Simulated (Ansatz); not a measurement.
Pressure series in AgBr

Base system: AgBr in the rock salt structure (space group Fm-3m, No. 225; a = 5.841 Å).

Cell and atoms are relaxed at each pressure.

Calculations: Ansatz (a quantum-chemistry and plane-wave program), PBE, PAW, cutoff 420 eV, spin-orbit coupling left out.

```json
[
 {"case": "base", "density": "6.26 g/cm³", "electron mass": "0.19 mₑ (at Γ)", "shortest interatomic distance": "2.920 Å", "band gap": "0.69 eV"},
 {"case": "pressure −2 GPa", "density": "5.89 g/cm³", "electron mass": "0.20 mₑ (at Γ)", "shortest interatomic distance": "2.980 Å", "band gap": "0.72 eV"},
 {"case": "pressure −1 GPa", "density": "6.09 g/cm³", "electron mass": "0.20 mₑ (at Γ)", "shortest interatomic distance": "2.948 Å", "band gap": "0.70 eV"},
 {"case": "pressure 3 GPa", "density": "6.68 g/cm³", "electron mass": "0.19 mₑ (at Γ)", "shortest interatomic distance": "2.858 Å", "band gap": "0.67 eV"},
 {"case": "pressure 7 GPa", "density": "7.12 g/cm³", "electron mass": "0.19 mₑ (at Γ)", "shortest interatomic distance": "2.798 Å", "band gap": "0.67 eV"},
 {"case": "pressure 15 GPa", "density": "7.77 g/cm³", "electron mass": "0.19 mₑ (at Γ)", "shortest interatomic distance": "2.717 Å", "band gap": "0.71 eV"},
 {"case": "pressure 30 GPa", "density": "8.66 g/cm³", "electron mass": "0.19 mₑ (at Γ)", "shortest interatomic distance": "2.621 Å", "band gap": "0.84 eV"},
 {"case": "pressure 50 GPa", "density": "9.53 g/cm³", "electron mass": "0.53 mₑ along k, 0.25 mₑ across (at X)", "shortest interatomic distance": "2.538 Å", "band gap": "0.60 eV"},
 {"case": "pressure 75 GPa", "density": "10.38 g/cm³", "electron mass": "0.59 mₑ along k, 0.24 mₑ across (off the special points)", "shortest interatomic distance": "2.468 Å", "band gap": "0.33 eV"},
 {"case": "pressure 100 GPa", "density": "11.07 g/cm³", "electron mass": "0.65 mₑ along k, 0.23 mₑ across (at X)", "shortest interatomic distance": "2.415 Å", "band gap": "0.12 eV"}
]
```

Load acts through the strain it causes; cell and atoms are relaxed under it. Masses are band curvatures over ±0.01 Å⁻¹ around the edge. Along k means along the line from Γ to the band edge. Whether these cells are dynamically stable was not tested. No other phases were tried under pressure. The zero or small gap of AgBr under pressure 100 GPa can change with the level of theory.
